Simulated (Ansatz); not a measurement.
**KF in 4 structures**

4 cells of KF were relaxed with r2SCAN in Ansatz 0.2.0. Computed values for non-magnetic cells; some structures come from databases, others from prototypes and may be hypothetical.

h-MgO type:
Space group P6_3/mmc (No. 194). a = 4.485 Å, b = 4.485 Å, c = 5.272 Å, α = 90.00°, β = 90.00°, γ = 120.00°
```
atom  site  symmetry       x       y       z
   K    2c      -6m2  0.3333  0.6667  0.2500
   F    2d      -6m2  0.6667  0.3333  0.2500
```

NiAs type:
Space group P6_3/mmc (No. 194). a = 3.660 Å, b = 3.660 Å, c = 6.479 Å, α = 90.00°, β = 90.00°, γ = 120.00°
```
atom  site  symmetry       x       y       z
   K    2a      -3m.  0.0000  0.0000  0.0000
   F    2c      -6m2  0.3333  0.6667  0.2500
```

rocksalt:
Space group Fm-3m (No. 225). a = 5.318 Å, b = 5.318 Å, c = 5.318 Å, α = 90.00°, β = 90.00°, γ = 90.00°

| atom | site | symmetry | x | y | z |
| --- | --- | --- | --- | --- | --- |
| K | 4a | m-3m | 0.0000 | 0.0000 | 0.0000 |
| F | 4b | m-3m | 0.5000 | 0.0000 | 0.0000 |

zincblende:
Space group F-43m (No. 216). a = 5.871 Å, b = 5.871 Å, c = 5.871 Å, α = 90.00°, β = 90.00°, γ = 90.00°

| atom | site | symmetry | x | y | z |
| --- | --- | --- | --- | --- | --- |
| K | 4a | -43m | 0.0000 | 0.0000 | 0.0000 |
| F | 4d | -43m | 0.2500 | 0.2500 | 0.7500 |

Energies are counted from the lowest cell, each relaxed with the functional named (k spacing about 0.3 1/Å); gaps are on the r2SCAN cells (d direct, i indirect).
```tsv
structure	space group	volume (Å³/atom)	E, r2SCAN (meV/atom)	E, PBE (meV/atom)	gap, PBE (eV)	gap, r2SCAN (eV)	gap, HSE06 (eV)	gap, PBE0 (eV)
h-MgO type	P6_3/mmc	22.96	61	35	5.38 d (Γ)	5.96 d (Γ)	7.27 d (Γ)	8.05 d (Γ)
NiAs type	P6_3/mmc	18.79	37	41	6.20 d (Γ)	6.87 d (Γ)	8.21 d (Γ)	8.98 d (Γ)
rocksalt	Fm-3m	18.80	0	0	6.26 d (Γ)	6.91 d (Γ)	8.26 d (Γ)	9.04 d (Γ)
zincblende	F-43m	25.29	133	84	5.17 i (W → Γ)	5.75 i (W → Γ)	7.04 i (W → Γ)	7.82 i (W → Γ)
```

Among these cells the lowest with r2SCAN is rocksalt, 37 meV an atom below the next, NiAs type. Other structures, not computed here, could lie lower. PBE agrees on the lowest cell. The start from wurtzite ended in the same structure as one of these cells. The start from another database entry ended in the same structure as one of these cells.

Against rocksalt (HSE06 gap 8.26 eV): h-MgO type -0.99 eV at +22.1 % volume; NiAs type -0.05 eV at -0.1 % volume; zincblende -1.22 eV at +34.5 % volume.

The meshes of the hybrids are coarse, so their gaps aren't converged to the digits shown.
